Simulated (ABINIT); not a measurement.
A run of ABINIT 10.8.3 (patched build) is set up as follows.

File run.abi:

```
ndtset 7
getwfk -1
scalecart1 3*0.9795861087
scalecart2 3*0.9864848297
scalecart3 3*0.9932883884
scalecart4 3*1.0000000000
scalecart5 3*1.0066227096
scalecart6 3*1.0131594038
scalecart7 3*1.0196128224

pp_dirpath "./"
pseudos "O.GGA_PBE-JTH.xml, Li.GGA_PBE-JTH.xml"

acell 6.2184632232 6.2184632232 6.2184632232
rprim
     0.0000000000     0.7071067812     0.7071067812
     0.7071067812     0.0000000000     0.7071067812
     0.7071067812     0.7071067812     0.0000000000
ntypat 2
znucl 8 3
natom 3
typat 1 2 2
xred
     0.0000000000     0.0000000000     0.0000000000
     0.2500000000     0.2500000000     0.2500000000
     0.7500000000     0.7500000000     0.7500000000

ecut 625.861884 eV
pawecutdg 45.0

kptopt 1
ngkpt 10 10 10
nshiftk 1
shiftk 0.0 0.0 0.0

ixc -106132
vdw_xc 5

nband 10
occopt 3
tsmear 0.05 eV

nstep 100
tolvrs 1.0e-9

iomode 3
prtwf 1
prtden 0
prteig 0
prtebands 0
enunit 2
```

Potentials or basis: JTH PAW PBE v2.0.

Launch:

```console
$ abinit run.abi > log 2>&1
```

**Question.** What does it give for the equilibrium volume?

**Answer.** Outside the volumes run.

Energy against volume, from the lowest point:
| volume (Å³/atom) | energy (meV/atom) |
| --- | --- |
| 7.895 | 0.00 |
| 8.063 | 7.85 |
| 8.231 | 16.49 |
| 8.399 | 25.85 |
| 8.567 | 35.88 |
| 8.735 | 46.56 |
| 8.903 | 57.74 |

Caveat: the PAW data sets were made with another functional, which shifts forces and pressure a little.
